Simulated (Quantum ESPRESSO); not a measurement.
Li: phonon spectrum and thermodynamics under several settings

```
Li
1.0
     3.11100    0.00000    0.00000
    -1.55550    2.69421    0.00000
     0.00000    0.00000    5.09300
Li
2
Direct
  0.66667 0.33333 0.75000
  0.33333 0.66667 0.25000
```

This isn't the form of Li at room conditions, which is bcc.

All runs used Quantum ESPRESSO 7.5; k mesh 8 × 8 × 4; relaxed cell; no spin polarisation; cutoff 612 eV; occupations methfessel-paxton, width 0.272 eV; q mesh 4 × 4 × 2.

| level | potentials | volume (Å³/atom) | zero-point energy (meV/atom) | entropy at room temperature (k_B/atom) |
| --- | --- | --- | --- | --- |
| PBEsol | GBRV 1.5 PBEsol | 20.26 | 39.4 | 3.32 |
| PBE | GBRV 1.5 PBE | ? | ? | ? |

Question: What stands in the row left open?

Answer: Volume 20.28 Å³/atom; zero-point energy 40.2 meV/atom; entropy at room temperature 3.22 k_B/atom.

Caveats: the mesh is thin for the phonons of a metal; λ from interpolated matrix elements is rough: modes that symmetry makes equal can differ by tens of percent; some modes are imaginary (some runs); before the sum rule the acoustic modes lie tens of cm⁻¹ from zero, a sign that the density grid also shifts the optical modes (some runs).

For the row left open. Caveat: the mesh is thin for the phonons of a metal; λ from interpolated matrix elements is rough: modes that symmetry makes equal can differ by tens of percent.
